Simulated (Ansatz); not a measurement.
**AlAs wire along [110], 16 atoms a period, H-terminated: bands by functional and under strain**

Wanted: the relaxed geometry and the bands of the AlAs wire along [110], 16 atoms a period, H-terminated.

Main program and level: Ansatz 0.2.0; DFT PBE, plane waves, PAW; relaxation of a wire's period; PAW set soft_1, in the first sound run; inputs show where later runs differ.

## 1. The structure

The cell holds 28 atoms: 8 As, 12 H and 8 Al. Its edges and angles: a = 18.629 Å, b = 17.467 Å, c = 4.052 Å, α = 90.0°, β = 90.0°, γ = 90.0°. Vacuum lies along a and b. The structure's axis is c.

## 2. Relaxation of atoms and period

Band widths follow the bond lengths, so the wire is relaxed first. The atoms and the third cell vector are free; the box across stays fixed as vacuum. A Fermi-Dirac smearing is set since the result may be a metal. The pressure printed is a third of the stress's trace over the whole box, vacuum included; only the stress along the axis is relaxed.

Contents of input.yaml:

```yaml
crystal:
  lattice:
    - [18.629, 0.0, 0.0]
    - [0.0, 17.467, 0.0]
    - [0.0, 0.0, 4.0517218562]
  atoms:
    - { symbol: As, position: [0.384341238, 0.384024764, 0.0] }
    - { symbol: H, position: [0.412580009, 0.194652774, 0.0] }
    - { symbol: Al, position: [0.461237475, 0.268042574, 0.0] }
    - { symbol: Al, position: [0.461237475, 0.500006955, 0.0] }
    - { symbol: As, position: [0.691926186, 0.384024764, 0.0] }
    - { symbol: H, position: [0.739963811, 0.311569867, 0.0] }
    - { symbol: Al, position: [0.768822423, 0.500006955, 0.0] }
    - { symbol: H, position: [0.182511139, 0.500006955, 0.187646451] }
    - { symbol: H, position: [0.817479888, 0.500006955, 0.316383917] }
    - { symbol: As, position: [0.230548764, 0.500006955, 0.5] }
    - { symbol: H, position: [0.258787535, 0.310634965, 0.5] }
    - { symbol: H, position: [0.258787535, 0.689378946, 0.5] }
    - { symbol: Al, position: [0.307445001, 0.384024764, 0.5] }
    - { symbol: Al, position: [0.307445001, 0.615989146, 0.5] }
    - { symbol: As, position: [0.538133712, 0.268042574, 0.5] }
    - { symbol: As, position: [0.538133712, 0.731971337, 0.5] }
    - { symbol: As, position: [0.538133712, 0.500006955, 0.5] }
    - { symbol: H, position: [0.586171337, 0.195587676, 0.5] }
    - { symbol: H, position: [0.586171337, 0.804426235, 0.5] }
    - { symbol: Al, position: [0.615029949, 0.384024764, 0.5] }
    - { symbol: Al, position: [0.615029949, 0.615989146, 0.5] }
    - { symbol: H, position: [0.817479888, 0.500006955, 0.683616083] }
    - { symbol: H, position: [0.182511139, 0.500006955, 0.812353549] }
    - { symbol: As, position: [0.384341238, 0.615989146, 0.0] }
    - { symbol: H, position: [0.412580009, 0.805361137, 0.0] }
    - { symbol: Al, position: [0.461237475, 0.731971337, 0.0] }
    - { symbol: As, position: [0.691926186, 0.615989146, 0.0] }
    - { symbol: H, position: [0.739963811, 0.688444044, 0.0] }
kpoints:
  mp_grid: { grid: [1, 1, 20] }
scf:
  occupations: { method: fermi_dirac, width: 0.05 }
hamiltonian:
  xc: pbe
  pseudopotentials: { kind: paw, azcp: { folder: soft_1 } }
relax:
  cell: { fix: [a, b, alpha, beta, gamma] }
  max_steps: 45
  f_tol: 0.03
```

Run with:

```
ansatz run input.yaml --threads 8 --pin off --max-ram 16384MiB --backend cpu --events-out ev --progress --plain --runs-dir out
```

Numbers of over 12 decimals in the logs are rounded to 6 here.

Log:

```text
Engine: ansatz 0.2.0, x86_64-unknown-linux-gnu
Pseudopotentials: kind: paw
Pseudopotential: As, paw, valence charge 15, recommended cutoff 420 eV (normal), soft_1/As.paw.azcp
Pseudopotential: H, paw, valence charge 1, recommended cutoff 420 eV (normal), soft_1/H.paw.azcp
Pseudopotential: Al, paw, valence charge 3, recommended cutoff 420 eV (normal), soft_1/Al.paw.azcp
Functional definition: PBE
  parameter kappa = 0.804
  parameter beta = 0.066725
  exchange = pbe_x(kappa = kappa, mu = beta*pi^2/3)
  correlation = pbe_c(beta = beta)
Crystal: 28 atoms, lattice volume = 1318.401 Å³
Basis set: ecut = 420 eV, 25761 PW (Γ), exchange–correlation on 250×240×60 points (8 copies of the dense FFT grid, shifted against one another)
Bands: 106, of which v1, the nominal top of the filled ones, is band 78 counted from 1 (77 counted from 0)
Symmetry: 4 space group operations
Space group: Pmm2 (ITA 25), of the structure as read, at distance tolerance 1.1e-4 Å
k-points: 11 of 20
Non-local potential: As, projectors of the file, l = 0: 2, l = 1: 2, l = 2: 3, l = 3: 1
Non-local potential: H, projectors of the file, l = 0: 2, l = 1: 1
Non-local potential: Al, projectors of the file, l = 0: 2, l = 1: 2, l = 2: 1
PAW form: soft (Blöchl's): semilocal exchange-correlation on the pseudo side does not see the compensation charge
PAW one-centre angular grid: As, 590 points (default); XC on 64 Gauss nodes
PAW one-centre angular grid: H, 110 points (default); XC on 64 Gauss nodes
PAW one-centre angular grid: Al, 110 points (default); XC on 64 Gauss nodes
Initial density: superposition of atomic densities (neutral atoms: chi_scale 0, normalization atom)
Initial wavefunctions: pseudopotential atomic-orbital guess
Functional: x = pbe(κ = 0.804, μ = 0.219515), c = pbe(β = 0.066725)
SCF iter   1: F=—  HF=-43347.268985 eV  |F-HF|=—  |Δ(HF+E_count)|=         —  Δρ=3.47e-2  dr2=1.83e1  ethr=3.10e-3  ⟨swp⟩=7.0  Hψ=5226  notcnv=0  defer=30
preconditioner: auto → Resta (q_TF=auto, 1.912 Å⁻¹)  ε∞=1.9  [insulator: Δε(μ)=2.518 eV  Ē_g=9.380 eV  σ=0.050 eV  W_gap=1.00  n_scr=158 (ndim 8)  ℏωp=8.9 eV  f_vac=0.562  D(μ)=0.00/eV (n_scr^D=0)  ε∞_Penn≈1.9  vacuum switching on, ρ_ref=6.4e-3 e/Å³]
SCF iter   2: F=—  HF=-43342.301439 eV  |F-HF|=—  |Δ(HF+E_count)|=    4.97e0  Δρ=1.48e-2  dr2=3.35e0  ethr=3.10e-3  ⟨swp⟩=3.0  Hψ=1800  notcnv=0  defer=232
SCF iter   3: F=—  HF=-43341.470611 eV  |F-HF|=—  |Δ(HF+E_count)|=   8.31e-1  Δρ=3.67e-3  dr2=6.59e-1  ethr=2.15e-3  ⟨swp⟩=3.3  Hψ=1799  notcnv=0  defer=207
SCF iter   4: F=—  HF=-43341.420432 eV  |F-HF|=—  |Δ(HF+E_count)|=   5.02e-2  Δρ=1.74e-3  dr2=2.11e-1  ethr=4.23e-4  ⟨swp⟩=4.4  Hψ=1649  notcnv=0  defer=207
SCF iter   5: F=—  HF=-43341.379637 eV  |F-HF|=—  |Δ(HF+E_count)|=   4.08e-2  Δρ=7.91e-4  dr2=1.04e-2  ethr=1.35e-4  ⟨swp⟩=3.5  Hψ=1527  notcnv=0  defer=201
SCF iter   6: F=—  HF=-43341.382587 eV  |F-HF|=—  |Δ(HF+E_count)|=   2.95e-3  Δρ=3.06e-4  dr2=1.95e-3  ethr=6.65e-6  ⟨swp⟩=2.0  Hψ=1332  notcnv=0  defer=201
SCF iter   7: F=—  HF=-43341.383212 eV  |F-HF|=—  |Δ(HF+E_count)|=   6.25e-4  Δρ=1.35e-4  dr2=7.26e-4  ethr=1.25e-6  ⟨swp⟩=2.0  Hψ=1296  notcnv=0  defer=201
SCF iter   8: F=—  HF=-43341.383327 eV  |F-HF|=—  |Δ(HF+E_count)|=   1.15e-4  Δρ=7.69e-5  dr2=3.74e-4  ethr=4.66e-7  ⟨swp⟩=2.0  Hψ=1195  notcnv=0  defer=201
SCF iter   9: F=—  HF=-43341.383301 eV  |F-HF|=—  |Δ(HF+E_count)|=   2.56e-5  Δρ=2.87e-5  dr2=4.30e-5  ethr=2.40e-7  ⟨swp⟩=2.0  Hψ=1030  notcnv=0  defer=201
SCF iter  10: F=—  HF=-43341.383196 eV  |F-HF|=—  |Δ(HF+E_count)|=   1.05e-4  Δρ=7.87e-6  dr2=2.62e-6  ethr=2.76e-8  ⟨swp⟩=2.2  Hψ=1339  notcnv=0  defer=201
SCF iter  11: F=—  HF=-43341.383197 eV  |F-HF|=—  |Δ(HF+E_count)|=   9.31e-7  Δρ=2.44e-6  dr2=1.04e-7  ethr=1.68e-9  ⟨swp⟩=2.0  Hψ=1300  notcnv=0  defer=201
SCF iter  12: F=-43341.383197 eV  HF=-43341.383197 eV  |F-HF|=7.22e-9  |Δ(HF+E_count)|=   1.85e-7  Δρ=8.68e-7  dr2=1.99e-8  ethr=6.41e-11  ⟨swp⟩=4.5  Hψ=3354  notcnv=0
SCF 1 converged in 12 iterations: F = -43341.383197 eV  dr2 = 1.99e-8
  greatest PAW one-centre occupation: 0.999 electrons in one spin orbital (limit 2), on the As atom at site 9 (counted from 0), in its partial waves of l = 2
relax step   1: F+E_penalty+E_count = -43341.38319717 eV  Δ(F+E_penalty+E_count) = +0.000e0 eV  max|allowed force component| = 1.134e0 eV/Å  Δτ_max = 0.0000 Å  P = +0.330 GPa  Ω = 1318.401 Å³  fix = [a, b, alpha, beta, gamma]  reactions: a +0.070, b +0.050 GPa  (12 SCF iters, dr2 threshold 1.00e-7 eV, accepted)
Crystal: 28 atoms, lattice volume = 1347.542 Å³
Basis set: ecut = 420 eV, 26229 PW (Γ), exchange–correlation on 250×240×60 points (8 copies of the dense FFT grid, shifted against one another)
Initial density: handed on by an earlier stage of this run
Initial wavefunctions: those handed on with the density
iter 1 solved again at ethr=5.77e-4 eV; its pass at ethr=3.10e-3 eV (dr2=8.99e-1 eV) is discarded
SCF iter   1: F=—  HF=-43342.393244 eV  |F-HF|=—  |Δ(HF+E_count)|=         —  Δρ=8.50e-3  dr2=9.04e-1  ethr=5.77e-4  ⟨swp⟩=4.3  Hψ=6862  notcnv=0
preconditioner: auto → Resta (q_TF=auto, 1.905 Å⁻¹)  ε∞=2.0  [insulator: Δε(μ)=0.821 eV  Ē_g=8.870 eV  σ=0.050 eV  W_gap=1.00  n_scr=166 (ndim 8)  ℏωp=8.8 eV  f_vac=0.605  D(μ)=0.00/eV (n_scr^D=0)  ε∞_Penn≈2.0  vacuum switching on, ρ_ref=5.7e-3 e/Å³]
SCF iter   2: F=—  HF=-43342.211204 eV  |F-HF|=—  |Δ(HF+E_count)|=   1.82e-1  Δρ=4.14e-3  dr2=1.83e-1  ethr=5.77e-4  ⟨swp⟩=4.5  Hψ=2005  notcnv=0
SCF iter   3: F=—  HF=-43342.194382 eV  |F-HF|=—  |Δ(HF+E_count)|=   1.68e-2  Δρ=1.12e-3  dr2=5.87e-2  ethr=1.17e-4  ⟨swp⟩=3.1  Hψ=1990  notcnv=0  defer=186
SCF iter   4: F=—  HF=-43342.184423 eV  |F-HF|=—  |Δ(HF+E_count)|=   9.96e-3  Δρ=3.23e-4  dr2=1.75e-3  ethr=3.76e-5  ⟨swp⟩=2.8  Hψ=1382  notcnv=0  defer=206
SCF iter   5: F=—  HF=-43342.184510 eV  |F-HF|=—  |Δ(HF+E_count)|=   8.71e-5  Δρ=9.44e-5  dr2=1.85e-4  ethr=1.12e-6  ⟨swp⟩=2.0  Hψ=1725  notcnv=0  defer=206
SCF iter   6: F=—  HF=-43342.184534 eV  |F-HF|=—  |Δ(HF+E_count)|=   2.43e-5  Δρ=2.69e-5  dr2=2.73e-5  ethr=1.18e-7  ⟨swp⟩=2.0  Hψ=1542  notcnv=0  defer=206
SCF iter   7: F=-43342.184538 eV  HF=-43342.184537 eV  |F-HF|=6.75e-7  |Δ(HF+E_count)|=   3.04e-6  Δρ=9.80e-6  dr2=2.17e-6  ethr=1.79e-9  ⟨swp⟩=3.1  Hψ=4210  notcnv=0
SCF 2 converged in 7 iterations: F = -43342.184538 eV  dr2 = 2.17e-6
[...]
relax step   6: F+E_penalty+E_count = -43342.25227280 eV  Δ(F+E_penalty+E_count) = -9.491e-4 eV  max|allowed force component| = 1.129e-2 eV/Å  Δτ_max = 0.0161 Å  P = -0.001 GPa  Ω = 1358.735 Å³  energy of the carried Pulay correction = -4.867e-3 eV  fix = [a, b, alpha, beta, gamma]  reactions: a -0.007, b +0.004 GPa  (6 SCF iters, dr2 threshold 2.81e-7 eV, accepted)
Initial wavefunctions: pseudopotential atomic-orbital guess (no wavefunctions were taken with the density)
iter 1 solved again at ethr=2.10e-7 eV; its pass at ethr=3.10e-3 eV (dr2=3.28e-4 eV) is discarded
SCF iter   1: F=—  HF=-43342.248064 eV  |F-HF|=—  |Δ(HF+E_count)|=         —  Δρ=1.04e-4  dr2=4.92e-6  ethr=2.10e-7  ⟨swp⟩=5.0  Hψ=8765  notcnv=0
preconditioner: auto → Resta (q_TF=auto, 1.902 Å⁻¹)  ε∞=2.0  [insulator: Δε(μ)=1.096 eV  Ē_g=8.853 eV  σ=0.050 eV  W_gap=1.00  n_scr=166 (ndim 8)  ℏωp=8.8 eV  f_vac=0.605  D(μ)=0.00/eV (n_scr^D=0)  ε∞_Penn≈2.0  vacuum switching on, ρ_ref=5.7e-3 e/Å³]
SCF iter   2: F=—  HF=-43342.254938 eV  |F-HF|=—  |Δ(HF+E_count)|=   6.87e-3  Δρ=5.23e-5  dr2=1.32e-6  ethr=3.16e-9  ⟨swp⟩=3.1  Hψ=2037  notcnv=0
SCF iter   3: F=—  HF=-43342.258295 eV  |F-HF|=—  |Δ(HF+E_count)|=   3.36e-3  Δρ=4.28e-6  dr2=1.82e-7  ethr=8.46e-10  ⟨swp⟩=3.5  Hψ=2180  notcnv=0
SCF iter   4: F=—  HF=-43342.258341 eV  |F-HF|=—  |Δ(HF+E_count)|=   4.58e-5  Δρ=8.94e-7  dr2=1.57e-8  ethr=1.17e-10  ⟨swp⟩=2.0  Hψ=2072  notcnv=0  defer=1
SCF iter   5: F=—  HF=-43342.258341 eV  |F-HF|=—  |Δ(HF+E_count)|=   3.99e-9  Δρ=3.81e-7  dr2=3.86e-9  ethr=1.00e-11  ⟨swp⟩=2.0  Hψ=1431  notcnv=0  defer=1
SCF iter   6: F=—  HF=-43342.258341 eV  |F-HF|=—  |Δ(HF+E_count)|=   2.47e-7  Δρ=1.29e-7  dr2=9.27e-10  ethr=2.47e-12  ⟨swp⟩=2.0  Hψ=1477  notcnv=0  defer=1
SCF iter   7: F=-43342.258342 eV  HF=-43342.258342 eV  |F-HF|=1.01e-8  |Δ(HF+E_count)|=   1.76e-8  Δρ=3.63e-8  dr2=2.27e-11  ethr=1.00e-12  ⟨swp⟩=4.7  Hψ=3636  notcnv=0
SCF 7 converged in 7 iterations: F = -43342.258342 eV  dr2 = 2.27e-11
relax step   7: F+E_penalty+E_count = -43342.25834152 eV  Δ(F+E_penalty+E_count) = -6.069e-3 eV  max|allowed force component| = 1.104e-2 eV/Å  Δτ_max = 0.0000 Å  P = +0.004 GPa  Ω = 1358.735 Å³  fix = [a, b, alpha, beta, gamma]  reactions: a -0.005, b +0.005 GPa  stress off target by 1.14e-2 GPa on what of the cell is left free  SCF on the basis re-selected at this cell (its energy is not comparable with the rows above)  (7 SCF iters)
basis re-selected at this cell: Δ(F+E_penalty+E_count) = -6.069e-3 eV, ΔP = +0.005 GPa vs the last step (what re-selecting the basis moved, of the pressure what is left beyond the Pulay correction that the steps carried, after the strain that the cell walked since its last selection, with what the two solves' SCF thresholds leave and, on support functions, any second-order correction that the steps lacked; it is no m [...]
SCF converged after 7 iterations
Free energy (F): -43342.258342 eV
Harris-Foulkes:  -43342.258342 eV  (|F-HF|=1.01e-8)
Internal energy: -43342.258339 eV  (E = F + TS)
E sigma→0 (E₀):  -43342.258340 eV
Entropy (-TS):   -0.000003 eV (-0.000 meV/atom)
Fermi energy:    -0.712558 eV
--- Per-component energies (eV) ---
  E_band       = -3441.107901
  E_kinetic    = 1111.033344
  E_local      = -67130.722894  (includes V_loc(G=0)·N_el)
  E_nonlocal   = -3055.891941
  E_hartree    = 33761.561381
  E_xc         = -963.558746
  E_vxc        = -949.871164  (∫ρ·V_xc dr)
  E_paw        = -19872.351271  (= ΣΔE_a)
  E_vpaw       = -938.767032  (= ΣTr[D̂ρ^β])
  E_aug_tail   = -0.011494  (compensation charges beyond the density's cutoff)
  E_ewald      = 12807.683282
  E_smearing   = -0.000003  (= −TS)
  E_closure    = 0.000000  (closes the sum)
  Σ components = -43342.258342   (vs F -43342.258342, Δ=0.00e0)
--- Forces (eV/Å), atoms counted from 1 ---
  atom   1  As     0.00381143    -0.00156355     0.00000000
  atom   2  H     -0.00056464    -0.00184344     0.00000000
  atom   3  Al     0.00420774     0.00194596     0.00000000
  atom   4  Al    -0.00931185     0.00000000     0.00000000
  atom   5  As    -0.01103890     0.00222198     0.00000000
  atom   6  H      0.00586260    -0.00243587     0.00000000
  atom   7  Al     0.00682513     0.00000000     0.00000000
  atom   8  H     -0.00081308     0.00000000     0.00051979
  atom   9  H      0.00016546     0.00000000    -0.00092945
  atom  10  As     0.00168955     0.00000000     0.00000000
  atom  11  H     -0.00112212    -0.00037479     0.00000000
  atom  12  H     -0.00112212     0.00037479     0.00000000
  atom  13  Al    -0.00051645     0.00213684     0.00000000
  atom  14  Al    -0.00051645    -0.00213684     0.00000000
  atom  15  As    -0.00269118     0.00176437     0.00000000
  atom  16  As    -0.00269118    -0.00176437     0.00000000
  atom  17  As     0.00277003     0.00000000     0.00000000
  atom  18  H      0.00137470    -0.00122062     0.00000000
  atom  19  H      0.00137470     0.00122062     0.00000000
  atom  20  Al     0.00033833     0.00275805     0.00000000
  atom  21  Al     0.00033833    -0.00275805     0.00000000
  atom  22  H      0.00016546     0.00000000     0.00092945
  atom  23  H     -0.00081308     0.00000000    -0.00051979
  atom  24  As     0.00381143     0.00156355     0.00000000
  atom  25  H     -0.00056464     0.00184344     0.00000000
  atom  26  Al     0.00420774    -0.00194596     0.00000000
  atom  27  As    -0.01103890    -0.00222198     0.00000000
  atom  28  H      0.00586260     0.00243587     0.00000000
  max |Σ_I F_I| component: 6.29e-7 eV/Å
--- Stress (GPa, compression-positive) ---
       -0.005370       0.000000       0.000000
        0.000000       0.005497       0.000000
        0.000000       0.000000       0.011419
  P = ⅓ Tr σ = 0.0038 GPa (0.038 kbar)
--- Relaxed structure (6 steps of the walk, 6 accepted, 1 SCFs on fresh bases) ---
  F+E_penalty+E_count = -43342.25834152 eV   max|allowed force component| = 1.104e-2 eV/Å   (the final SCF, on the basis selected at the relaxed cell)
  cell:  # Å, volume = 1358.7351 Å³
    - [18.629, 0.0, 0.0]
    - [0.0, 17.467, 0.0]
    - [0.0, 0.0, 4.175677]
  atoms:
    - { symbol: As, position: [0.384657, 0.382856, 0] }
    - { symbol: H, position: [0.412016, 0.186587, 0] }
    - { symbol: Al, position: [0.457792, 0.263457, 0] }
    - { symbol: Al, position: [0.459980, 0.500000, 0] }
    - { symbol: As, position: [0.688110, 0.393680, 0] }
    - { symbol: H, position: [0.729439, 0.318413, 0] }
    - { symbol: Al, position: [0.781846, 0.500000, 0] }
    - { symbol: H, position: [0.190718, 0.500000, 0.230672] }
    - { symbol: H, position: [0.826439, 0.500000, 0.315397] }
    - { symbol: As, position: [0.245433, 0.500000, 0.500000] }
    - { symbol: H, position: [0.255953, 0.302955, 0.500000] }
    - { symbol: H, position: [0.255953, 0.697045, 0.500000] }
    - { symbol: Al, position: [0.310462, 0.372961, 0.500000] }
    - { symbol: Al, position: [0.310462, 0.627039, 0.500000] }
    - { symbol: As, position: [0.532550, 0.274382, 0.500000] }
    - { symbol: As, position: [0.532550, 0.725618, 0.500000] }
    - { symbol: As, position: [0.535128, 0.500000, 0.500000] }
    - { symbol: H, position: [0.581368, 0.204450, 0.500000] }
    - { symbol: H, position: [0.581368, 0.795550, 0.500000] }
    - { symbol: Al, position: [0.614281, 0.385917, 0.500000] }
    - { symbol: Al, position: [0.614281, 0.614083, 0.500000] }
    - { symbol: H, position: [0.826439, 0.500000, 0.684603] }
    - { symbol: H, position: [0.190718, 0.500000, 0.769328] }
    - { symbol: As, position: [0.384657, 0.617144, 0] }
    - { symbol: H, position: [0.412016, 0.813413, 0] }
    - { symbol: Al, position: [0.457792, 0.736543, 0] }
    - { symbol: As, position: [0.688110, 0.606320, 0] }
    - { symbol: H, position: [0.729439, 0.681587, 0] }
```

Wall time 85 s (8 threads of Intel Xeon 6975P-C (Granite Rapids), shared host); peak memory 5.1 GiB.

Relaxation path:

| step | energy less that of the first step (eV) | largest force component (eV/Å) | pressure (GPa) | volume (Å³) |
| --- | --- | --- | --- | --- |
| 1 | 0.0000 | 1.1344 | 0.33 | 1318.40 |
| 2 | -0.8013 | 0.4330 | 0.01 | 1347.54 |
| 3 | -0.8549 | 0.1321 | 0.00 | 1357.12 |
| 4 | -0.8637 | 0.0320 | 0.00 | 1360.03 |
| 5 | -0.8681 | 0.0670 | 0.00 | 1359.05 |
| 6 | -0.8691 | 0.0113 | 0.00 | 1358.73 |
| 7* | -0.8751 | 0.0110 | 0.00 | 1358.73 |

Relaxation steps marked * repeat the geometry before them on a plane-wave basis chosen anew for their cell, so energy and pressure can jump there.

Forces are held to the 4 operations that the run works with; a distortion that breaks them can't arise in this run.

| cell as run | before | after | change |
| --- | --- | --- | --- |
| c (Å) | 4.052 | 4.176 | +3.1 % |

The atoms that moved most (Å, along periodic axes as changes of fractional coordinates times the final cell, across vacuum about the mean position):

| atom | dx | dy | dz | length |
| --- | --- | --- | --- | --- |
| As10 | 0.277 | 0.000 | 0.000 | 0.277 |
| Al7 | 0.243 | 0.000 | 0.000 | 0.243 |
| H23 | 0.153 | 0.000 | -0.180 | 0.236 |
| H8 | 0.153 | 0.000 | 0.180 | 0.236 |
| H28 | -0.196 | -0.120 | 0.000 | 0.230 |
| H6 | -0.196 | 0.120 | 0.000 | 0.230 |
| Al14 | 0.056 | 0.193 | 0.000 | 0.201 |
| Al13 | 0.056 | -0.193 | 0.000 | 0.201 |

Numbers from this step:

- cell length along the wire: 4.176 Å

The cell's length comes to 4.176 Å with spin left out.

[end of part 1 of 3]

[Logs are printed without paths, hosts, clocks, repeated set-up lines and the standing remarks that a program may print on its own settings, such as how far it seeks lower states.]

[Hosts, paths, dates, database ids (printed as entryN), source tags and the programs' standing remarks are cut or masked in the printed files.]
